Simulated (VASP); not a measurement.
CdS:

```
Cd S
1.0
     0.00000    2.94295    2.94295
     2.94295    0.00000    2.94295
     2.94295    2.94295    0.00000
Cd S
1 1
Direct
  0.00000 0.00000 0.00000
  0.25000 0.25000 0.25000
```

The cell is a database's computed one.

* Program: VASP 6.6.1
* Task: relaxation of cell and atoms
* Functional: PBE
* Potentials or basis: VASP PAW PBE potentials, release 64 (Cd, S)
* Cutoff: 600 eV
* k mesh: 8 × 8 × 8
* Occupations: gaussian, width 0.02 eV
* Spin: no spin polarisation

At the start: pressure 1.4 GPa; volume 25.49 Å³/atom.

Question: Where does the relaxation end?

Answer: Over 3 steps the energy falls by 2.9 meV/atom and the volume is 26.15 Å³/atom (+2.6 %); space group F-43m (No. 216, to 0.05 Å).

The path:
| step | energy change (eV) | largest force (eV/Å) | pressure (GPa) | volume (Å³) |
| --- | --- | --- | --- | --- |
| 1 | 0.0000 | 0.0000 | 1.45 | 50.98 |
| 2 | -0.0053 | 0.0000 | -0.40 | 52.70 |
| 3 | -0.0058 | 0.0000 | 0.02 | 52.29 |

Final structure:
```
CELL_PARAMETERS angstrom
0.00000 2.96806 2.96806
2.96806 0.00000 2.96806
2.96806 2.96806 0.00000
ATOMIC_POSITIONS crystal
Cd 0.00000 0.00000 0.00000
S 0.25000 0.25000 0.25000
```
